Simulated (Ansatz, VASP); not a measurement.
**Be in VASP and in Ansatz**

```
CELL_PARAMETERS angstrom
2.14391 0.00000 0.00000
-1.07195 1.85668 0.00000
0.00000 0.00000 2.45528
ATOMIC_POSITIONS crystal
Be 0.00000 0.00000 0.50000
```

Alike in both runs: functional PBE; k mesh 30 × 30 × 22; occupations gaussian, width 0.1 eV; no spin polarisation.

Ansatz relaxed the structure, and its values are those at the end. VASP's run is a single point on that final structure, the one shown.

|  | VASP | Ansatz |
| --- | --- | --- |
| version | VASP 6.6.1 | Ansatz 0.2.0 |
| potentials or method | VASP PAW PBE potentials, release 64 (Be) | scalar-relativistic, plane waves, PAW |
| plane-wave cutoff (eV) | 520 | 420 |
| valence electrons in the cell | 2 | 2 |

```csv
,VASP,Ansatz,Ansatz less VASP
gap on the k mesh at the Fermi level (eV),none,none,-
pressure (GPa),0.1,0.0,-0.12
```

A gap of «none» marks a metal or a gap that the smearing closes.
